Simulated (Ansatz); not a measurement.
AlP (zincblende), relaxed with r2SCAN in Ansatz: space group F-43m (No. 216), cubic; conventional cell a = 5.479 Å, 20.55 Å³ an atom. Al is surrounded by 4 P at 2.37 Å; P is surrounded by 4 Al at 2.37 Å. It was then strained (isotropic on every length). Unstrained, HSE06 gives 2.285 eV (Γ → X, 6×6×6 mesh), and the band edges keep their places in every row. Stress is positive in compression. Calculated for a static, non-magnetic cell.

```
strain (%)  ln(V/V₀)  ΔE_g, HSE06 (eV)  Δpressure, r2SCAN (GPa)
      -4.0   -0.1225            -0.261                   +14.18
     -3.45   -0.1053            -0.220                   +11.79
      -3.0   -0.0914            -0.188                    +9.95
      +1.0   +0.0299            +0.054                    -2.54
      +2.0   +0.0594            +0.104                    -4.76
      +3.0   +0.0887            +0.150                    -6.69
```

**Question.** Fit ΔE_g = a x + b x² to these rows by least squares, with x = ln(V/V₀).

**Answer.** The normal equations take Σx² = 4.674e-02, Σx³ = -2.835e-03, Σx⁴ = 4.931e-04, ΣxΔE = 9.342e-02 and Σx²ΔE = -6.331e-03, and give a = +1.87 eV, b = -2.1 eV; the largest residual is 0.000 eV. a is the volume deformation potential of this gap.

**Question.** Fit the change of pressure in the same way.

**Answer.** Δpressure = -92.0 x + (191) x² GPa. So B₀ = 92.0 GPa and B′ ≈ 2 × 191/92.0 = 4.2; two terms over so wide a range bias B₀ by a few per cent and B′ by more; the gap's pressure coefficient at zero is −a/B₀ = -20 meV/GPa, with HSE06's a and r2SCAN's B₀.

**Question.** Predict the withheld row at -1.0 % (x = -0.0302).

**Answer.** ΔE_g ≈ +1.87 × (-0.0302) + (-2.1) × (-0.0302)² = -0.058 eV, and Δpressure ≈ +2.95 GPa. The runs give -0.058 eV and +2.90 GPa, off by 0.000 eV and -0.05 GPa.

The meshes of the hybrids are coarse, so their gaps aren't converged to the digits shown.
